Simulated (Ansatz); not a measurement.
Consider InAs (honeycomb monolayer).

The cell holds 2 atoms: 1 In and 1 As. Its edges and angles: a = 4.359 Å, b = 4.359 Å, c = 24.500 Å, α = 90.0°, β = 90.0°, γ = 120.0°. Vacuum lies along c.

```xyz
2
Lattice="4.3594 0.0000 0.0000 -2.1797 3.7754 0.0000 0.0000 0.0000 24.5000" Properties=species:S:1:pos:R:3
In    0.0000    2.5169   11.9191
As    2.1797    1.2585   12.5809
```

The structure was relaxed with PBE. The runs that relaxed it are not among those shown.

Gaps computed with Ansatz 0.2.0 without a self-energy: PBE 0.80 eV and r2SCAN 1.17 eV.

Question: Estimate the G0W0@PBE gap with 6×6×1 mesh, 781 empty bands, screening to 90 eV, PAW set soft_1 files.

About 1.43 eV: on its mesh the run moves the gap from 0.80 eV by +0.63 eV. Among the scalar-relativistic levels given, r2SCAN is nearest (−0.26 eV). Bands and cutoff are finite, so the gap is not at the basis limit. The miss can reach some tenths of an eV and take either sign; the mesh is an error of its own. The mesh in the plane is coarse for a sheet; gap and any exciton binding can still move on denser ones. The many-body steps are scalar-relativistic: spin-orbit coupling is not in them.

[Paths, hosts, dates, memory and timing lines, banners, echoed tables and standing remarks are left out of the program output.]

[Logs are printed without paths, hosts, clocks, repeated set-up lines and the standing remarks that a program may print on its own settings, such as how far it seeks lower states.]

[Runs of the session that timed out or met a known fault of the program may be left out.]

[Cells called generated may have been cut or substituted from an entry of the Crystallography Open Database or the Materials Project.]

[Hosts, paths, dates, database ids (printed as entryN), source tags and the programs' standing remarks are cut or masked in the printed files.]
